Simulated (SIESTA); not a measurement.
# Nb under changes of volume

One of the cells (18.922 Å³/atom); the others are scaled copies at fixed shape and fractional positions:

```
Nb
1.0
     0.00000    2.11500    2.11500
     2.11500    0.00000    2.11500
     2.11500    2.11500    0.00000
Nb
1
Direct
  0.00000 0.00000 0.00000
```

This isn't the form of Nb at room conditions, which is bcc.

| Property | Result |
| --- | --- |
| Program | SIESTA 5.4.2 |
| Functional | LDA |
| Potentials or basis | PseudoDojo 0.4 standard (LDA files) |
| Basis | DZP (energy shift 0.003 Ry; two zetas on semicore shells) |
| Grid cutoff | 800 Ry |
| Energy shift | 0.003 Ry |
| k mesh | 11 × 11 × 11 |
| Occupations | fermi-dirac, width 0.05 eV |
| Spin | no spin polarisation |

| volume (Å³/atom) | energy over the lowest point (meV/atom) | pressure (GPa) |
| --- | --- | --- |
| 17.786 | 0.00 | 0.7 |
| 18.165 | 2.94 | -3.1 |
| 18.543 | 14.51 | -6.5 |
| 18.922 | 33.75 | -9.6 |
| 19.300 | 59.88 | -12.4 |
| 19.679 | ? | ? |
| 20.057 | 130.22 | -17.0 |

Q: What does the run at 19.679 Å³/atom give?

A: Energy over the lowest point 92.30 meV/atom; pressure -14.8 GPa.

Worked out: A Birch-Murnaghan fit of order 3 (a polynomial in V^(-2/3)) to the other rows has its minimum at 17.85 Å³/atom with B0 = V·E''(V) = 187 GPa and B' = 4.1. It gives 92.31 meV/atom at 19.679 Å³/atom, against the run's 92.30, and -dE/dV = -14.9 GPa, against -14.8.

Energies are extrapolated to zero smearing.

Caveats: the basis of atomic orbitals isn't converged, which shifts pressures, moduli and gaps.
